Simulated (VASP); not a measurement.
# Al2O3 (corundum): from the relaxed cell to its vibrations, part 2 of 2

What lattice, stiffness and vibrations does Al2O3 (corundum) have at one level of theory? The starting structure is a measured crystal structure from the Crystallography Open Database. All runs use LDA.

VASP 6.6.1.

So far. Step 2 (Relaxation): The relaxed cell holds 8.346 Å³ an atom, with a = 4.734 Å (-0.5 % against the database cell) and c = 12.899 Å (-0.7 % against the database cell). Pressures at 0.985 and 1.015 times this volume, from two more relaxations that aren't shown, give a bulk modulus of 259.3 GPa. Step 3 (Elastic constants): The elastic tensor has C11 = 500.9, C12 = 166.9, C44 = 155.5 GPa, among others; its Hill averages are a bulk modulus of 261.3 and a shear modulus of 165.5 GPa.

## Step 4: Modes of the relaxed cell

Level of this step: LDA; plane waves and PAW (Al, O) (VASP).

File INCAR:

```
SYSTEM = Al2O3
PREC = Accurate
ENCUT = 560
EDIFF = 1E-08
NELM = 100
ISMEAR = 0
SIGMA = 0.03
LREAL = .FALSE.
ALGO = Normal
GGA = CA
NBANDS = 34
LORBIT = 11
LWAVE = .FALSE.
LCHARG = .FALSE.
KPAR = 8
IBRION = 8
LEPSILON = .TRUE.
LPEAD = .TRUE.
ISIF = 2
```

File POSCAR:

```
Al2O3
1.0
    2.3670763768      1.3666321833      4.2997234619
   -2.3670763768      1.3666321833      4.2997234619
    0.0000000000     -2.7332643666      4.2997234619
Al O
4 6
Direct
    0.8520097796      0.8520097796      0.8520097796
    0.6479902204      0.6479902204      0.6479902204
    0.1479902204      0.1479902204      0.1479902204
    0.3520097796      0.3520097796      0.3520097796
    0.0557384605      0.7500000000      0.4442615395
    0.7500000000      0.4442615395      0.0557384605
    0.4442615395      0.0557384605      0.7500000000
    0.9442615395      0.2500000000      0.5557384605
    0.2500000000      0.5557384605      0.9442615395
    0.5557384605      0.9442615395      0.2500000000
```

File KPOINTS:

```
Automatic mesh
0
Gamma
6 6 6
0 0 0
```

PAW data sets: Al and O (LDA family, release 64).

On the command line:

```bash
$ mpirun -np 8 vasp_std
```

Log:

```text
[... set-up lines as in an earlier step ...]
 entering main loop
       N       E                     dE             d eps       ncg     rms          rms(c)
[... 13 cycles as in an earlier step ...]
DAV:  14    -0.831127732549E+02    0.22897E-08   -0.47460E-08  2464   0.131E-03
   1 F= -.83112773E+02 E0= -.83112773E+02  d E =-.337738E-20
 Linear response reoptimize wavefunctions to high precision
DAV:   1    -0.831127732551E+02   -0.24329E-09   -0.69401E-09  2024   0.419E-04
DAV:   2    -0.831127732552E+02   -0.15916E-10   -0.47125E-10  1442   0.133E-04
 Linear response to external field (no local field effect), progress :
  Direction:   1
       N       E                     dE             d eps       ncg     rms          rms(c)
RMM:   1    -0.534483871167E+00   -0.53448E+00   -0.14035E+00  2231   0.279E+00
RMM:   2    -0.533713769623E+00    0.77010E-03   -0.88363E-03  2270   0.411E-01
RMM:   3    -0.533813918816E+00   -0.10015E-03   -0.10244E-04  2304   0.422E-02
RMM:   4    -0.533815750655E+00   -0.18318E-05   -0.30110E-06  2304   0.583E-03
[...]
RMM:  11    -0.366645305189E+00   -0.79475E-09   -0.80180E-08 14894   0.611E-04    0.585E-06
 first order change of Fermi-energy  -0.10619E+01
 force on displaced ion       5 direction 1 : -18.981   0.222   5.280
 Born effective charge ion    5 direction 1 :  -1.912  -0.085   0.292
 Linear response progress:
  Degree of freedom:   4/  4
       N       E                     dE             d eps       ncg     rms          rms(c)
RMM:   1    -0.368614045102E+00   -0.36861E+00    0.36633E-01 14580   0.299E+00
RMM:   2    -0.364638843561E+00    0.39752E-02   -0.61064E-03 13333   0.379E-01    0.169E-01
RMM:   3    -0.365645545407E+00   -0.10067E-02   -0.11558E-03 12053   0.157E-01    0.841E-02
RMM:   4    -0.367472154861E+00   -0.18266E-02   -0.10749E-03 12884   0.139E-01    0.183E-02
[...]
RMM:  11    -0.367535803280E+00    0.32902E-07   -0.24913E-07 14842   0.529E-04    0.268E-06
RMM:  12    -0.367535830674E+00   -0.27394E-07   -0.27359E-07 14988   0.524E-04    0.968E-07
RMM:  13    -0.367535839549E+00   -0.88745E-08    0.17659E-09 15209   0.523E-04    0.536E-07
 first order change of Fermi-energy  -0.52633E-04
 force on displaced ion       5 direction 3 :   5.280  -3.048 -16.132
 Born effective charge ion    5 direction 3 :   0.213  -0.123  -1.941
 Born effective charges drift removed
 Linear response finished
```

Wall time 6.1 min (8 MPI ranks of Intel Xeon 6975P-C (Granite Rapids), shared host); peak memory 7.3 GiB; 48 min of CPU time.

From OUTCAR (step 4):

```text
  Total       -0.0092053     -0.0092053      0.0029873     -0.0000000      0.0000000      0.0000000
  in kB       -0.1767230     -0.1767230      0.0573506     -0.0000000      0.0000000      0.0000000
  external PRESSURE =      -0.0986985 kB  Pullay stress =       0.0000000 kB

 POSITION                                       TOTAL-FORCE (eV/Angst)
 -----------------------------------------------------------------------------------
      0.00000      0.00000     10.99022         0.000000     -0.000000     -0.001122
      0.00000      0.00000      8.35854         0.000000     -0.000000      0.001122
      0.00000      0.00000      1.90895         0.000000      0.000000      0.001122
      0.00000      0.00000      4.54063         0.000000     -0.000000     -0.001122
     -1.64337     -0.11314      5.37465         0.000175      0.000303      0.000000
      0.72371      1.47977      5.37465         0.000175     -0.000303      0.000000
      0.91966     -1.36663      5.37465        -0.000350      0.000000     -0.000000
      1.64337      0.11314      7.52452        -0.000175     -0.000303      0.000000
     -0.72371     -1.47977      7.52452        -0.000175      0.000303      0.000000
     -0.91966      1.36663      7.52452         0.000350      0.000000     -0.000000
 -----------------------------------------------------------------------------------
    total drift:                                0.000000      0.000000     -0.000000

 MACROSCOPIC STATIC DIELECTRIC TENSOR (including local field effects in DFT)
 ------------------------------------------------------
           3.233169    -0.000000     0.000000
           0.000000     3.233169    -0.000000
           0.000000    -0.000000     3.192309
 ------------------------------------------------------

 MACROSCOPIC STATIC DIELECTRIC TENSOR IONIC CONTRIBUTION
 ------------------------------------------------------
           5.880735    -0.000000    -0.000000
          -0.000000     5.880735    -0.000000
          -0.000000    -0.000000     7.774504
 ------------------------------------------------------

[... 2 parts as in an earlier step ...]
```

The zone-centre modes at 8.346 Å³ an atom are at the top Eg (5) 755.1, A2g (3) 752.4, A1u (2) 691.8, A1g (2) 646.4 cm⁻¹, at the bottom A2u (1) 397.6, Eu (1) 390.5, Eg (1) 374.4, A2g (1) 313.3 cm⁻¹, with 10 more of the listed ones between.

## Step 5: Modes at 0.97 of that volume

Shape and positions were first relaxed at this volume, in a run that isn't shown.

INCAR is that of step 4.

File POSCAR:

```
Al2O3
1.0
    2.3440185505      1.3533197410      4.2531893008
   -2.3440185505      1.3533197410      4.2531893008
    0.0000000000     -2.7066394822      4.2531893008
Al O
4 6
Direct
    0.8519536555      0.8519536555      0.8519536555
    0.6480463445      0.6480463445      0.6480463445
    0.1480463445      0.1480463445      0.1480463445
    0.3519536555      0.3519536555      0.3519536555
    0.0560757934      0.7500000000      0.4439242066
    0.7500000000      0.4439242066      0.0560757934
    0.4439242066      0.0560757934      0.7500000000
    0.9439242066      0.2500000000      0.5560757934
    0.2500000000      0.5560757934      0.9439242066
    0.5560757934      0.9439242066      0.2500000000
```

KPOINTS is that of step 4.

On the command line:

```bash
$ mpirun -np 8 vasp_std
```

Log:

```text
[... set-up lines as in an earlier step ...]
 entering main loop
       N       E                     dE             d eps       ncg     rms          rms(c)
DAV:   1     0.230238248541E+03    0.23024E+03   -0.26912E+04  2176   0.144E+03
DAV:   2    -0.795577313806E+02   -0.30980E+03   -0.29987E+03  2748   0.303E+02
DAV:   3    -0.915675936617E+02   -0.12010E+02   -0.11974E+02  2808   0.612E+01
DAV:   4    -0.916550739107E+02   -0.87480E-01   -0.87424E-01  2680   0.599E+00
[...]
DAV:  12    -0.830423568580E+02   -0.49788E-07   -0.29525E-06  2720   0.120E-02    0.605E-03
DAV:  13    -0.830423565807E+02    0.27729E-06   -0.10815E-06  2640   0.617E-03    0.147E-03
DAV:  14    -0.830423565790E+02    0.17526E-08   -0.36566E-08  2396   0.116E-03
   1 F= -.83042357E+02 E0= -.83042357E+02  d E =-.361782E-23
 Linear response reoptimize wavefunctions to high precision
DAV:   1    -0.830423565791E+02   -0.16644E-09   -0.72174E-09  2000   0.428E-04
DAV:   2    -0.830423565792E+02   -0.50932E-10   -0.40418E-10  1430   0.122E-04
 Linear response to external field (no local field effect), progress :
[...]
RMM:  15    -0.367092138744E+00   -0.95741E-09    0.13772E-08 15590   0.380E-04    0.216E-07
 first order change of Fermi-energy  -0.10908E+01
 force on displaced ion       5 direction 1 : -20.622   0.185   6.120
 Born effective charge ion    5 direction 1 :  -1.902  -0.084   0.282
 Linear response progress:
  Degree of freedom:   4/  4
       N       E                     dE             d eps       ncg     rms          rms(c)
RMM:   1    -0.369217740928E+00   -0.36922E+00    0.36746E-01 14469   0.299E+00
RMM:   2    -0.364994940541E+00    0.42228E-02   -0.61150E-03 13382   0.385E-01    0.176E-01
RMM:   3    -0.366010317177E+00   -0.10154E-02   -0.12193E-03 12068   0.162E-01    0.868E-02
RMM:   4    -0.367894173427E+00   -0.18839E-02   -0.11084E-03 12832   0.144E-01    0.185E-02
[...]
RMM:  16    -0.367967895616E+00   -0.33781E-09   -0.16801E-07 15709   0.387E-04    0.127E-07
RMM:  17    -0.367967896401E+00   -0.78524E-09   -0.19016E-07 16018   0.386E-04    0.117E-07
RMM:  18    -0.367967895532E+00    0.86915E-09   -0.18386E-07 16246   0.386E-04    0.815E-08
 first order change of Fermi-energy  -0.96243E-04
 force on displaced ion       5 direction 3 :   6.123  -3.534 -17.618
 Born effective charge ion    5 direction 3 :   0.206  -0.119  -1.929
 Born effective charges drift removed
 Linear response finished
```

It took 6.8 min on 8 MPI ranks; peak memory 7 GiB.

OUTCAR, selected parts (step 5):

```text
  Total        4.2357292      4.2357292      4.2444379      0.0000000     -0.0000000      0.0000000
  in kB       83.8322937     83.8322937     84.0046538      0.0000000     -0.0000000      0.0000000
  external PRESSURE =      83.8897471 kB  Pullay stress =       0.0000000 kB

 POSITION                                       TOTAL-FORCE (eV/Angst)
 -----------------------------------------------------------------------------------
      0.00000     -0.00000     10.87056         0.000000      0.000000     -0.000674
      0.00000     -0.00000      8.26879         0.000000     -0.000000      0.000674
      0.00000     -0.00000      1.88901         0.000000     -0.000000      0.000674
      0.00000     -0.00000      4.49078         0.000000      0.000000     -0.000674
     -1.62657     -0.11066      5.31649         0.000238      0.000412     -0.000000
      0.71745      1.46398      5.31649         0.000238     -0.000412     -0.000000
      0.90912     -1.35332      5.31649        -0.000475      0.000000     -0.000000
      1.62657      0.11066      7.44308        -0.000238     -0.000412     -0.000000
     -0.71745     -1.46398      7.44308        -0.000238      0.000412     -0.000000
     -0.90912      1.35332      7.44308         0.000475      0.000000     -0.000000
 -----------------------------------------------------------------------------------
    total drift:                                0.000000      0.000000     -0.000000

 MACROSCOPIC STATIC DIELECTRIC TENSOR (including local field effects in DFT)
 ------------------------------------------------------
           3.202001     0.000000     0.000000
          -0.000000     3.202001    -0.000000
           0.000000    -0.000000     3.159329
 ------------------------------------------------------

 MACROSCOPIC STATIC DIELECTRIC TENSOR IONIC CONTRIBUTION
 ------------------------------------------------------
           5.351316     0.000000     0.000000
           0.000000     5.351316    -0.000000
           0.000000    -0.000000     7.106428
 ------------------------------------------------------

[... 1 part as in an earlier step ...]

[... 1 further part left out ...]
```

The zone-centre modes at 8.095 Å³ an atom are at the top Eg (5) 793.8, A2g (3) 784.9, A1u (2) 716.1, A1g (2) 677.6 cm⁻¹, at the bottom A2u (1) 409.4, Eu (1) 409.8, Eg (1) 383.8, A2g (1) 328.8 cm⁻¹, with 10 more of the listed ones between.

## Step 6: Modes at 1.03 of that volume

Shape and positions were first relaxed at this volume, in a run that isn't shown.

INCAR is that of step 5.

File POSCAR:

```
Al2O3
1.0
    2.3895579935      1.3796119507      4.3457740437
   -2.3895579935      1.3796119507      4.3457740437
    0.0000000000     -2.7592239014      4.3457740437
Al O
4 6
Direct
    0.8520402843      0.8520402843      0.8520402843
    0.6479597157      0.6479597157      0.6479597157
    0.1479597157      0.1479597157      0.1479597157
    0.3520402843      0.3520402843      0.3520402843
    0.0554287111      0.7500000000      0.4445712889
    0.7500000000      0.4445712889      0.0554287111
    0.4445712889      0.0554287111      0.7500000000
    0.9445712889      0.2500000000      0.5554287111
    0.2500000000      0.5554287111      0.9445712889
    0.5554287111      0.9445712889      0.2500000000
```

KPOINTS is that of step 5.

On the command line:

```bash
$ mpirun -np 8 vasp_std
```

Log:

```text
[... set-up lines as in an earlier step ...]
 entering main loop
       N       E                     dE             d eps       ncg     rms          rms(c)
DAV:   1     0.232386286837E+03    0.23239E+03   -0.26493E+04  2176   0.143E+03
DAV:   2    -0.780343780010E+02   -0.31042E+03   -0.30005E+03  2760   0.300E+02
DAV:   3    -0.913033709061E+02   -0.13269E+02   -0.13222E+02  2792   0.632E+01
DAV:   4    -0.914039059219E+02   -0.10054E+00   -0.10047E+00  2640   0.632E+00
[...]
DAV:  12    -0.830612836789E+02   -0.23857E-06   -0.44464E-06  2714   0.142E-02    0.674E-03
DAV:  13    -0.830612833170E+02    0.36185E-06   -0.13639E-06  2656   0.680E-03    0.164E-03
DAV:  14    -0.830612833142E+02    0.28372E-08   -0.61792E-08  2596   0.148E-03
   1 F= -.83061283E+02 E0= -.83061283E+02  d E =-.144990E-17
 Linear response reoptimize wavefunctions to high precision
DAV:   1    -0.830612833142E+02   -0.24102E-10   -0.31002E-09  1864   0.309E-04
DAV:   2    -0.830612833143E+02   -0.87766E-10   -0.48185E-10  1380   0.136E-04
 Linear response to external field (no local field effect), progress :
[...]
RMM:  13    -0.366228674602E+00    0.90835E-08   -0.57105E-08 15198   0.507E-04    0.731E-07
 first order change of Fermi-energy  -0.10347E+01
 force on displaced ion       5 direction 1 : -17.497   0.253   4.530
 Born effective charge ion    5 direction 1 :  -1.923  -0.086   0.302
 Linear response progress:
  Degree of freedom:   4/  4
       N       E                     dE             d eps       ncg     rms          rms(c)
RMM:   1    -0.368090926757E+00   -0.36809E+00    0.36498E-01 14655   0.299E+00
RMM:   2    -0.364314019348E+00    0.37769E-02   -0.60863E-03 13309   0.374E-01    0.164E-01
RMM:   3    -0.365308613070E+00   -0.99459E-03   -0.11004E-03 12061   0.152E-01    0.816E-02
RMM:   4    -0.367079209685E+00   -0.17706E-02   -0.10481E-03 12944   0.135E-01    0.181E-02
[...]
RMM:  11    -0.367133429642E+00    0.37079E-07    0.31705E-07 14775   0.447E-04    0.312E-06
RMM:  12    -0.367133459374E+00   -0.29732E-07    0.11257E-07 14912   0.441E-04    0.974E-07
RMM:  13    -0.367133463948E+00   -0.45734E-08   -0.50618E-08 15043   0.440E-04    0.437E-07
 first order change of Fermi-energy   0.14707E-04
 force on displaced ion       5 direction 3 :   4.531  -2.615 -14.786
 Born effective charge ion    5 direction 3 :   0.221  -0.128  -1.954
 Born effective charges drift removed
 Linear response finished
```

Wall time 6.1 min (8 MPI ranks); peak memory 7.4 GiB; 49 min of CPU time.

From OUTCAR (step 6):

```text
  Total       -3.8737948     -3.8737948     -3.8870752      0.0000000      0.0000000      0.0000000
  in kB      -72.2028403    -72.2028403    -72.4503699      0.0000000      0.0000000      0.0000000
  external PRESSURE =     -72.2853502 kB  Pullay stress =       0.0000000 kB

 POSITION                                       TOTAL-FORCE (eV/Angst)
 -----------------------------------------------------------------------------------
      0.00000      0.00000     11.10832         0.000000      0.000000     -0.000577
      0.00000      0.00000      8.44766         0.000000      0.000000      0.000577
      0.00000      0.00000      1.92900         0.000000      0.000000      0.000577
      0.00000      0.00000      4.58966         0.000000      0.000000     -0.000577
     -1.65972     -0.11549      5.43222        -0.000649     -0.001124      0.000000
      0.72984      1.49510      5.43222        -0.000649      0.001124      0.000000
      0.92988     -1.37961      5.43222         0.001298      0.000000      0.000000
      1.65972      0.11549      7.60510         0.000649      0.001124      0.000000
     -0.72984     -1.49510      7.60510         0.000649     -0.001124      0.000000
     -0.92988      1.37961      7.60510        -0.001298      0.000000      0.000000
 -----------------------------------------------------------------------------------
    total drift:                               -0.000000      0.000000     -0.000000

 MACROSCOPIC STATIC DIELECTRIC TENSOR (including local field effects in DFT)
 ------------------------------------------------------
           3.266637    -0.000000     0.000000
          -0.000000     3.266637     0.000000
           0.000000    -0.000000     3.227833
 ------------------------------------------------------

 MACROSCOPIC STATIC DIELECTRIC TENSOR IONIC CONTRIBUTION
 ------------------------------------------------------
           6.484421     0.000000    -0.000000
           0.000000     6.484421     0.000000
          -0.000000     0.000000     8.565646
 ------------------------------------------------------

[... 1 part as in an earlier step ...]

[... 1 further part left out ...]
```

The zone-centre modes at 8.596 Å³ an atom are at the top Eg (5) 719.3, A2g (3) 721.9, A1u (2) 669.0, A1g (2) 618.2 cm⁻¹, at the bottom A2u (1) 385.2, Eu (1) 371.6, Eg (1) 364.8, A2g (1) 296.5 cm⁻¹, with 10 more of the listed ones between.

## Step 7: All runs side by side

| run | volume (Å³/atom) | Eg (5) | A2g (3) | A1u (2) | A1g (2) | A2u (1) | Eu (1) | Eg (1) | A2g (1) | core minutes |
| --- | --- | --- | --- | --- | --- | --- | --- | --- | --- | --- |
| relaxation | 8.346 | - | - | - | - | - | - | - | - | 1.36 |
| elastic constants | 8.346 | - | - | - | - | - | - | - | - | 220.0 |
| modes of the relaxed cell | 8.346 | 755.1 | 752.4 | 691.8 | 646.4 | 397.6 | 390.5 | 374.4 | 313.3 | 48.5 |
| modes at 0.97 of that volume | 8.095 | 793.8 | 784.9 | 716.1 | 677.6 | 409.4 | 409.8 | 383.8 | 328.8 | 54.1 |
| modes at 1.03 of that volume | 8.596 | 719.3 | 721.9 | 669.0 | 618.2 | 385.2 | 371.6 | 364.8 | 296.5 | 49.1 |

Modes are in cm⁻¹, degenerate ones as one, matched by symmetry and order. A number in brackets counts the listed modes of one symmetry from the lowest. The symmetry labels come from an automatic analysis and can be wrong where levels nearly coincide. Between the highest four and the lowest four, 10 more are left out. Core minutes are wall time times ranks of the run shown, on a shared host.

## Step 8: Outcome

| Quantity | Value |
| --- | --- |
| relaxed volume | 8.346 Å³/atom |
| bulk modulus from two volumes | 259 GPa |
| Hill shear modulus | 166 GPa |
| mode Eg (5) | 755.1 cm⁻¹ |
| mode A2g (3) | 752.4 cm⁻¹ |
| mode A1u (2) | 691.8 cm⁻¹ |
| mode A1g (2) | 646.4 cm⁻¹ |
| mode A2u (1) | 397.6 cm⁻¹ |
| mode Eu (1) | 390.5 cm⁻¹ |
| mode Eg (1) | 374.4 cm⁻¹ |
| mode A2g (1) | 313.3 cm⁻¹ |
| Grüneisen parameter of Eg (5) | 1.64 |
| Grüneisen parameter of A2g (3) | 1.40 |
| Grüneisen parameter of A1u (2) | 1.13 |
| Grüneisen parameter of A1g (2) | 1.53 |
| Grüneisen parameter of Eg (1) | 0.85 |
| Grüneisen parameter of A2g (1) | 1.72 |

What this shows: At the LDA level Al2O3 (corundum) relaxes to 8.35 Å³ an atom. The bulk modulus is 259.3 GPa from the pressures at two volumes and 261.3 GPa as the Hill average of the elastic tensor, so the two routes agree. The mode Grüneisen parameters, from the cells at 0.97 and 1.03 of the volume, run from 0.85 (Eg (1)) to 1.95 (Eu (3)). Levels that come within 1 cm⁻¹ of another or under 2 cm⁻¹, or whose frequency doesn't run one way with the volume, are left out of this. The dielectric constants and Born charges in the logs aren't compared here; at a small gap they can be far off, and in a run without a gap they mean nothing. The frequencies are harmonic, and the splitting of polar modes by their long-range field is left out. All values are for a static lattice. Further runs on this material are not shown.

[Lines on the potential files, build, host, timing and source positions are cut from VASP's logs without a mark.]

[Logs are printed without paths, hosts, clocks, repeated set-up lines and the standing remarks that a program may print on its own settings, such as how far it seeks lower states.]

[Hosts, paths, dates, database ids (printed as entryN), source tags and the programs' standing remarks are cut or masked in the printed files.]
